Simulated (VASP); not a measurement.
# GdO (Pm-3m) in VASP: notebook

The runs below take GdO through single point, with PBEsol+U.

Everything below comes from runs of VASP 6.6.1. Logs are shortened: lines on timing, memory, paths and dates and some standing lists are left out, and cuts for length are marked.

### 1 The crystal as given

The structure is cubic, space group Pm-3m (No. 221). The conventional cell has a = 2.802 Å, b = 2.802 Å, c = 2.802 Å, α = 90.00°, β = 90.00°, γ = 90.00°. Around Gd (site symmetry m-3m) lie 8 O at 2.43 Å. O (site symmetry m-3m) has 8 Gd at 2.43 Å as nearest neighbours.

The cell comes from a database or a generator and needn't be the stable form of this composition.

### 2 Single point, PBEsol+U, collinear spin, antiferromagnetic start

Input file INCAR:

```
PREC = Accurate ; ENCUT = 520
EDIFF = 1E-7 ; ISMEAR = 0
SIGMA = 0.05 ; LREAL = F
LASPH = T ; NELM = 100
ALGO = Normal ; ISIF = 2
LWAVE = F ; LCHARG = F
ISPIN = 2 ; MAGMOM = 7 -7 0 0
LORBIT = 11 ; LMAXMIX = 6
LDAU = T ; LDAUTYPE = 2
LDAUL = 3 -1 ; LDAUU = 5 0
LDAUJ = 0 0 ; LDAUPRINT = 1
GGA = PS
```

Input file KPOINTS:

```
Automatic mesh
0
Gamma
  7 7 4
```

Input file POSCAR:

```
GdO
1.0
    2.8018137600      0.0000000000      0.0000000000
    0.0000000000      2.8018137600      0.0000000000
    0.0000000000      0.0000000000      5.6036275200
Gd O
2 2
Direct
    0.0000000000      0.0000000000      0.0000000000
    0.0000000000      0.0000000000      0.5000000000
    0.5000000000      0.5000000000      0.2500000000
    0.5000000000      0.5000000000      0.7500000000
```

Potentials or basis: VASP PAW PBE potentials, release 64 (Gd, O).

On the command line:

```sh
$ cat potpaw_PBE.64/Gd/POTCAR potpaw_PBE.64/O/POTCAR > POTCAR
$ mpirun -np 1 vasp_std > vasp.out
```

OUTCAR:

```text
PREC = Accurate
   ENCUT = 520
   EDIFF = 1E-7
   ISMEAR = 0
   LREAL = F
   LASPH = T
   NELM = 100
   ISIF = 2
   ISPIN = 2
   LORBIT = 11
   GGA = PS

 ion  position               nearest neighbor table
   1  0.000  0.000  0.000-   3 2.43   4 2.43   3 2.43   4 2.43   3 2.43   4 2.43   3 2.43   4 2.43
                             2 2.80   2 2.80
   2  0.000  0.000  0.500-   3 2.43   4 2.43   3 2.43   4 2.43   3 2.43   4 2.43   3 2.43   4 2.43
                             1 2.80   1 2.80
   3  0.500  0.500  0.250-   1 2.43   2 2.43   1 2.43   2 2.43   1 2.43   2 2.43   1 2.43   2 2.43

   4  0.500  0.500  0.750-   1 2.43   2 2.43   1 2.43   2 2.43   1 2.43   2 2.43   1 2.43   2 2.43

  LATTYP: Found a simple tetragonal cell.
 ALAT       =     2.8018137600
 C/A-ratio  =     2.0000000000

  Lattice vectors:

 A1 = (   2.8018137600,   0.0000000000,   0.0000000000)
 A2 = (   0.0000000000,   2.8018137600,   0.0000000000)
 A3 = (   0.0000000000,   0.0000000000,   5.6036275200)

Analysis of symmetry for initial positions (statically):
=====================================================================
 Subroutine PRICEL returns following result:

  LATTYP: Found a simple cubic cell.
 ALAT       =     2.8018137600
[... 12 lines left out ...]
 Subroutine GETGRP returns: Found 16 space group operations
 (whereof 16 operations were pure point group operations)
 out of a pool of 16 trial point group operations.

The static configuration has the point symmetry D_4h.

Analysis of symmetry for dynamics (positions and initial velocities):
=====================================================================
 Subroutine PRICEL returns following result:

  LATTYP: Found a simple cubic cell.
 ALAT       =     2.8018137600
[... 12 lines left out ...]
 Subroutine GETGRP returns: Found 16 space group operations
 (whereof 16 operations were pure point group operations)
 out of a pool of 16 trial point group operations.

The dynamic configuration has the point symmetry D_4h.

Analysis of structural, dynamic, and magnetic symmetry:
=====================================================================
 Subroutine PRICEL returns following result:

  LATTYP: Found a simple cubic cell.
 ALAT       =     2.8018137600
[... 12 lines left out ...]
 Subroutine GETGRP returns: Found 16 space group operations
 (whereof 16 operations were pure point group operations)
 out of a pool of 16 trial point group operations.

The overall configuration has the point symmetry D_4h.

 Subroutine INISYM returns: Found 16 space group operations
 (whereof 16 operations are pure point group operations),
 and found     2 'primitive' translations

----------------------------------------------------------------------------------------

                                     Primitive cell

  volume of cell :      21.9947

  direct lattice vectors                    reciprocal lattice vectors
     2.801813760  0.000000000  0.000000000     0.356911660  0.000000000  0.000000000
     0.000000000  2.801813760  0.000000000     0.000000000  0.356911660  0.000000000
[... 172 lines left out ...]
  o =  0.0150  v =  0.0000  0.0000  0.0000  0.0000  0.0000  0.0000  0.0000  0.0000  0.0000  0.0000  1.0000 -0.0000  0.0000  0.0000      0.0000  0.0000  0.0000  0.0000  0.0000  0.0000  0.0000  0.0000  0.0000  0.0000  0.0000  0.0000  0.0000  0.0000
  o =  0.0195  v =  0.0000  0.0000  0.0000  0.0000  0.0000  0.0000  0.0000  0.0000  1.0000 -0.0000 -0.0000  0.0000  0.0000 -0.0000      0.0000  0.0000  0.0000  0.0000  0.0000  0.0000  0.0000  0.0000  0.0000  0.0000  0.0000  0.0000  0.0000  0.0000
  o =  0.9903  v = -0.0000  0.0000  0.0000 -1.0000 -0.0000 -0.0000 -0.0000  0.0000  0.0000  0.0000  0.0000  0.0000  0.0000  0.0000      0.0000  0.0000  0.0000  0.0000  0.0000  0.0000  0.0000  0.0000  0.0000  0.0000  0.0000  0.0000  0.0000  0.0000
  o =  0.9904  v = -0.0004  0.0000  0.0007 -0.0000  0.8730  0.0000  0.4878  0.0000  0.0000  0.0000  0.0000  0.0000  0.0000  0.0000      0.0000  0.0000  0.0000  0.0000  0.0000  0.0000  0.0000  0.0000  0.0000  0.0000  0.0000  0.0000  0.0000  0.0000
  o =  0.9904  v =  0.4878  0.0000 -0.8730 -0.0000  0.0007  0.0000  0.0004  0.0000  0.0000  0.0000  0.0000  0.0000  0.0000  0.0000      0.0000  0.0000  0.0000  0.0000  0.0000  0.0000  0.0000  0.0000  0.0000  0.0000  0.0000  0.0000  0.0000  0.0000
  o =  0.9906  v = -0.0000 -0.0000  0.0000 -0.0000 -0.0000  1.0000 -0.0000  0.0000  0.0000  0.0000  0.0000  0.0000  0.0000  0.0000      0.0000  0.0000  0.0000  0.0000  0.0000  0.0000  0.0000  0.0000  0.0000  0.0000  0.0000  0.0000  0.0000  0.0000
  o =  0.9910  v =  0.0038  0.0000  0.0022  0.0000 -0.4878  0.0000  0.8729  0.0000  0.0000  0.0000  0.0000  0.0000  0.0000  0.0000      0.0000  0.0000  0.0000  0.0000  0.0000  0.0000  0.0000  0.0000  0.0000  0.0000  0.0000  0.0000  0.0000  0.0000
  o =  0.9910  v =  0.8729 -0.0000  0.4878 -0.0000  0.0022 -0.0000 -0.0038  0.0000  0.0000  0.0000  0.0000  0.0000  0.0000  0.0000      0.0000  0.0000  0.0000  0.0000  0.0000  0.0000  0.0000  0.0000  0.0000  0.0000  0.0000  0.0000  0.0000  0.0000
  o =  1.0011  v = -0.0000 -1.0000 -0.0000 -0.0000 -0.0000 -0.0000  0.0000  0.0000  0.0000  0.0000  0.0000  0.0000  0.0000  0.0000      0.0000  0.0000  0.0000  0.0000  0.0000  0.0000  0.0000  0.0000  0.0000  0.0000  0.0000  0.0000  0.0000  0.0000

atom =   2  type =  1  l = 3

 onsite density matrix

spin component  1

  0.0097 -0.0000  0.0027  0.0000 -0.0000  0.0000  0.0000
 -0.0000  0.0195 -0.0000 -0.0000 -0.0000 -0.0000  0.0000
  0.0027 -0.0000  0.0081 -0.0000  0.0000  0.0000  0.0000
  0.0000 -0.0000 -0.0000  0.0150  0.0000  0.0000  0.0000
 -0.0000 -0.0000  0.0000  0.0000  0.0081  0.0000 -0.0027
  0.0000 -0.0000  0.0000  0.0000  0.0000  0.0056  0.0000
  0.0000  0.0000  0.0000  0.0000 -0.0027  0.0000  0.0097

spin component  2

  0.9909  0.0000  0.0003 -0.0000  0.0000 -0.0000 -0.0000
  0.0000  1.0011 -0.0000 -0.0000  0.0000  0.0000 -0.0000
  0.0003 -0.0000  0.9905  0.0000  0.0000 -0.0000 -0.0000
 -0.0000 -0.0000  0.0000  0.9903  0.0000  0.0000 -0.0000
  0.0000  0.0000  0.0000  0.0000  0.9905 -0.0000 -0.0003
 -0.0000  0.0000 -0.0000  0.0000 -0.0000  0.9906 -0.0000
 -0.0000 -0.0000 -0.0000 -0.0000 -0.0003 -0.0000  0.9909

 occupancies and eigenvectors

  o =  0.0056  v =  0.0000 -0.0000 -0.0000 -0.0000  0.0000  1.0000  0.0000  0.0000  0.0000  0.0000  0.0000  0.0000  0.0000  0.0000      0.0000  0.0000  0.0000  0.0000  0.0000  0.0000  0.0000  0.0000  0.0000  0.0000  0.0000  0.0000  0.0000  0.0000
  o =  0.0060  v = -0.6013 -0.0000  0.7991 -0.0000  0.0000  0.0000  0.0000  0.0000  0.0000  0.0000  0.0000  0.0000  0.0000  0.0000      0.0000  0.0000  0.0000  0.0000  0.0000  0.0000  0.0000  0.0000  0.0000  0.0000  0.0000  0.0000  0.0000  0.0000
  o =  0.0060  v =  0.0000 -0.0000 -0.0000  0.0000  0.7991 -0.0000  0.6013  0.0000  0.0000  0.0000  0.0000  0.0000  0.0000  0.0000      0.0000  0.0000  0.0000  0.0000  0.0000  0.0000  0.0000  0.0000  0.0000  0.0000  0.0000  0.0000  0.0000  0.0000
  o =  0.0117  v =  0.7991  0.0000  0.6013 -0.0000  0.0004  0.0000 -0.0005  0.0000  0.0000  0.0000  0.0000  0.0000  0.0000  0.0000      0.0000  0.0000  0.0000  0.0000  0.0000  0.0000  0.0000  0.0000  0.0000  0.0000  0.0000  0.0000  0.0000  0.0000
  o =  0.0117  v =  0.0005 -0.0000  0.0004 -0.0000 -0.6013  0.0000  0.7991  0.0000  0.0000  0.0000  0.0000  0.0000  0.0000  0.0000      0.0000  0.0000  0.0000  0.0000  0.0000  0.0000  0.0000  0.0000  0.0000  0.0000  0.0000  0.0000  0.0000  0.0000
  o =  0.0150  v =  0.0000  0.0000  0.0000  1.0000 -0.0000  0.0000  0.0000  0.0000  0.0000  0.0000  0.0000  0.0000  0.0000  0.0000      0.0000  0.0000  0.0000  0.0000  0.0000  0.0000  0.0000  0.0000  0.0000  0.0000  0.0000  0.0000  0.0000  0.0000
  o =  0.0195  v =  0.0000 -1.0000 -0.0000 -0.0000  0.0000 -0.0000 -0.0000  0.0000  0.0000  0.0000  0.0000  0.0000  0.0000  0.0000      0.0000  0.0000  0.0000  0.0000  0.0000  0.0000  0.0000  0.0000  0.0000  0.0000  0.0000  0.0000  0.0000  0.0000
  o =  0.9903  v =  0.0000  0.0000  0.0000  0.0000  0.0000  0.0000  0.0000 -0.0000 -0.0000  0.0000 -1.0000 -0.0000 -0.0000 -0.0000      0.0000  0.0000  0.0000  0.0000  0.0000  0.0000  0.0000  0.0000  0.0000  0.0000  0.0000  0.0000  0.0000  0.0000
  o =  0.9904  v =  0.0000  0.0000  0.0000  0.0000  0.0000  0.0000  0.0000 -0.0001  0.0000  0.0002  0.0000 -0.8730 -0.0000 -0.4878      0.0000  0.0000  0.0000  0.0000  0.0000  0.0000  0.0000  0.0000  0.0000  0.0000  0.0000  0.0000  0.0000  0.0000
  o =  0.9904  v =  0.0000  0.0000  0.0000  0.0000  0.0000  0.0000  0.0000 -0.4878 -0.0000  0.8730  0.0000  0.0002  0.0000  0.0001      0.0000  0.0000  0.0000  0.0000  0.0000  0.0000  0.0000  0.0000  0.0000  0.0000  0.0000  0.0000  0.0000  0.0000
  o =  0.9906  v =  0.0000  0.0000  0.0000  0.0000  0.0000  0.0000  0.0000 -0.0000  0.0000  0.0000  0.0000  0.0000 -1.0000  0.0000      0.0000  0.0000  0.0000  0.0000  0.0000  0.0000  0.0000  0.0000  0.0000  0.0000  0.0000  0.0000  0.0000  0.0000
  o =  0.9910  v =  0.0000  0.0000  0.0000  0.0000  0.0000  0.0000  0.0000  0.0012 -0.0000  0.0007  0.0000 -0.4878  0.0000  0.8730      0.0000  0.0000  0.0000  0.0000  0.0000  0.0000  0.0000  0.0000  0.0000  0.0000  0.0000  0.0000  0.0000  0.0000
  o =  0.9910  v =  0.0000  0.0000  0.0000  0.0000  0.0000  0.0000  0.0000  0.8730 -0.0000  0.4878 -0.0000  0.0007 -0.0000 -0.0012      0.0000  0.0000  0.0000  0.0000  0.0000  0.0000  0.0000  0.0000  0.0000  0.0000  0.0000  0.0000  0.0000  0.0000
  o =  1.0011  v =  0.0000  0.0000  0.0000  0.0000  0.0000  0.0000  0.0000 -0.0000 -1.0000 -0.0000  0.0000  0.0000 -0.0000 -0.0000      0.0000  0.0000  0.0000  0.0000  0.0000  0.0000  0.0000  0.0000  0.0000  0.0000  0.0000  0.0000  0.0000  0.0000

 number of electron      47.9999986 magnetization       0.0000000

 Free energy of the ion-electron system (eV)
  ---------------------------------------------------
  ext. energy  EPLUGINS =         0.00000000
  ---------------------------------------------------
  free energy    TOTEN  =       -42.06244976 eV

  energy without entropy =      -42.05897169  energy(sigma->0) =      -42.06071072

 E-fermi :   8.6081     XC(G=0): -13.8427

 val. band max:        8.6033171166   @ k =   0.2857   0.0000   0.0000
 cond. band min:       8.6162171627   @ k =   0.0000   0.0000   0.5000
 fundamental gap:      0.0129000461
 Fermi energy:         8.6081305774

 spin component 1

 k-point     1 :       0.0000    0.0000    0.0000
  band No.  band energies     occupation
      1     -37.4923      1.00000
      2     -34.3701      1.00000
      3     -17.2071      1.00000
      4     -13.5096      1.00000
      5     -13.5096      1.00000
      6     -12.5672      1.00000
[... 1481 lines left out ...]
     27      10.6065      0.00000
     28      10.7691      0.00000

 [... further k-points ...]
[... 5 lines left out ...]
  --------------------------------------------------------------------------------------
  -------------------------------------------------------------------------------------
  Total       11.8726463     11.8726463     10.7283114      0.0000000      0.0000000      0.0000000
  in kB      432.4245322    432.4245322    390.7456624      0.0000000      0.0000000      0.0000000
  external PRESSURE =     418.5315756 kB  Pullay stress =       0.0000000 kB

 VOLUME and BASIS-vectors are now :
 -----------------------------------------------------------------------------
  energy-cutoff  :      520.00
  volume of cell :       43.99
      direct lattice vectors                 reciprocal lattice vectors
     2.801813760  0.000000000  0.000000000     0.356911660  0.000000000  0.000000000
     0.000000000  2.801813760  0.000000000     0.000000000  0.356911660  0.000000000
     0.000000000  0.000000000  5.603627520     0.000000000  0.000000000  0.178455830

 POSITION                                       TOTAL-FORCE (eV/Angst)
 -----------------------------------------------------------------------------------
      0.00000      0.00000      0.00000         0.000000      0.000000     -0.000000
      0.00000      0.00000      2.80181         0.000000      0.000000      0.000000
      1.40091      1.40091      1.40091         0.000000      0.000000     -0.000000
      1.40091      1.40091      4.20272         0.000000      0.000000     -0.000000
 -----------------------------------------------------------------------------------
    total drift:                                0.000000     -0.000000      0.000000

  FREE ENERGIE OF THE ION-ELECTRON SYSTEM (eV)
  ---------------------------------------------------
  free  energy   TOTEN  =       -42.0624497639 eV

  energy  without entropy=      -42.0589716854  energy(sigma->0) =      -42.06071072

 total charge

# of ion       s       p       d       f       tot
--------------------------------------------------
    1        2.029   5.607   0.959   7.010  15.606
    2        2.029   5.607   0.959   7.010  15.606
    3        1.550   3.496   0.000   0.000   5.045
    4        1.550   3.496   0.000   0.000   5.045
--------------------------------------------------
tot          7.158  18.206   1.919  14.020  41.303

 magnetization (x)

# of ion       s       p       d       f       tot
--------------------------------------------------
    1       -0.002  -0.070   0.172   6.864   6.964
    2        0.002   0.070  -0.172  -6.864  -6.964
    3        0.000   0.000   0.000   0.000   0.000
    4        0.000   0.000   0.000   0.000   0.000
--------------------------------------------------
tot          0.000   0.000   0.000   0.000   0.000
```

It took 3.8 min on 1 thread of Intel Xeon Platinum 8488C (Sapphire Rapids), shared host; peak memory 0.22 GiB.

What came out:

| Item | Value |
| --- | --- |
| Free energy | -42.0624 eV |
| Pressure | 41.9 GPa |
| Band gap on the k mesh | none (metal or under the smearing width) |
| Net moment | 0.00 μB per cell |
| Site moments | Gd +6.96, -6.96; O +0.00 μB |
| Valence electrons inside the program's atomic spheres | Gd 15.61; O 5.04 |

Eigenvalues of the final occupation matrices:
| site | spin | trace | eigenvalues |
| --- | --- | --- | --- |
| site 1 f | 1 | 6.94 | 0.99 0.99 0.99 0.99 0.99 0.99 1.00 |
| site 1 f | 2 | 0.08 | 0.01 0.01 0.01 0.01 0.01 0.01 0.02 |
| site 2 f | 1 | 0.08 | 0.01 0.01 0.01 0.01 0.01 0.01 0.02 |
| site 2 f | 2 | 6.94 | 0.99 0.99 0.99 0.99 0.99 0.99 1.00 |

Caveat: a pressure of tens of GPa on the cell as given is suspect, and the run, the potentials or the cell itself is likely at fault; the PAW data sets were made with another functional, which shifts forces and pressure a little; spin-orbit coupling is left out, which moves the levels of the heavy elements. The state reached can hang on the start; a lower one may exist.

### 3 Single point, PBEsol+U, collinear spin, ferrimagnetic start

This run uses another cell than the first one, of the same volume but with other edges.

Input file INCAR:

```
SYSTEM = GdO
PREC = Accurate ; ENCUT = 520
EDIFF = 1E-6 ; ISMEAR = 0
SIGMA = 0.05 ; LREAL = .False.
LASPH = .True. ; NELM = 120
ALGO = Normal ; ISIF = 2
LWAVE = .False. ; LCHARG = .False.
ISPIN = 2 ; MAGMOM = 7 -3.5 0 0
LORBIT = 11 ; LMAXMIX = 6
LDAU = .True. ; LDAUTYPE = 2
LDAUL = 3 -1 ; LDAUU = 5 0
LDAUJ = 0 0 ; LDAUPRINT = 1
GGA = PS
```

Input file KPOINTS:

```
regular mesh
0
Gamma
  6 6 6
  0 0 0
```

Input file POSCAR:

```
GdO
1.0
    0.0000000000      2.8018137600      2.8018137600
    2.8018137600      0.0000000000      2.8018137600
    2.8018137600      2.8018137600      0.0000000000
Gd O
2 2
Direct
    0.0000000000      0.0000000000      0.0000000000
    0.5000000000      0.5000000000      0.5000000000
    0.2500000000      0.2500000000      0.2500000000
    0.7500000000      0.7500000000      0.7500000000
```

Potentials or basis: VASP PAW PBE potentials, release 64 (Gd, O).

On the command line:

```sh
$ cat potpaw_PBE.64/Gd/POTCAR potpaw_PBE.64/O/POTCAR > POTCAR
$ mpirun -np 1 vasp_std > vasp.out
```

It took 2 min on 1 thread of Intel Xeon Platinum 8488C (Sapphire Rapids), shared host; peak memory 0.21 GiB.

Results (log left out):

```
Free energy                                           : -41.9426 eV
Pressure                                              : 41.4 GPa
Band gap on the k mesh                                : none (metal or under the smearing width)
Net moment                                            : 0.00 μB per cell
Site moments                                          : Gd +6.87, -6.87; O -0.00 μB
Valence electrons inside the program's atomic spheres : Gd 15.61; O 5.05
```

Levels at points of the mesh, in eV from the Fermi level:
Spin up:
| k point | band 22 | band 23 | band 24 | band 25 | band 26 | band 27 |
| --- | --- | --- | --- | --- | --- | --- |
| (0.00, 0.00, 0.00) | -4.56 | -4.56 | -3.19 | -3.19 | 2.57 | 2.57 |
| (0.50, 0.00, 0.00) | -6.07 | -5.73 | 1.29 | 1.29 | 1.93 | 2.35 |
| (0.50, 0.50, 0.00) | -5.70 | -4.67 | -1.63 | -0.66 | 0.35 | 2.14 |
Spin down:
| k point | band 21 | band 22 | band 23 | band 24 | band 25 | band 26 | band 27 | band 28 |
| --- | --- | --- | --- | --- | --- | --- | --- | --- |
| (0.00, 0.00, 0.00) | -4.56 | -4.56 | -4.56 | -3.19 | -3.19 | 2.57 | 2.57 | 2.57 |
| (0.50, 0.00, 0.00) | -6.30 | -6.07 | -5.73 | 1.29 | 1.29 | 1.93 | 2.35 | 2.35 |
| (0.50, 0.50, 0.00) | -5.70 | -5.70 | -4.67 | -1.63 | -0.66 | 0.35 | 2.14 | 2.47 |

Eigenvalues of the final occupation matrices:
```
    site  spin  trace                         eigenvalues
site 1 f     1   6.94  0.99 0.99 0.99 0.99 0.99 0.99 1.00
site 1 f     2   0.09  0.01 0.01 0.01 0.02 0.02 0.02 0.02
site 2 f     1   0.09  0.01 0.01 0.01 0.02 0.02 0.02 0.02
site 2 f     2   6.94  0.99 0.99 0.99 0.99 0.99 0.99 1.00
```

Caveat: a pressure of tens of GPa on the cell as given is suspect, and the run, the potentials or the cell itself is likely at fault; the PAW data sets were made with another functional, which shifts forces and pressure a little; spin-orbit coupling is left out, which moves the levels of the heavy elements.

[end of part 1 of 2]
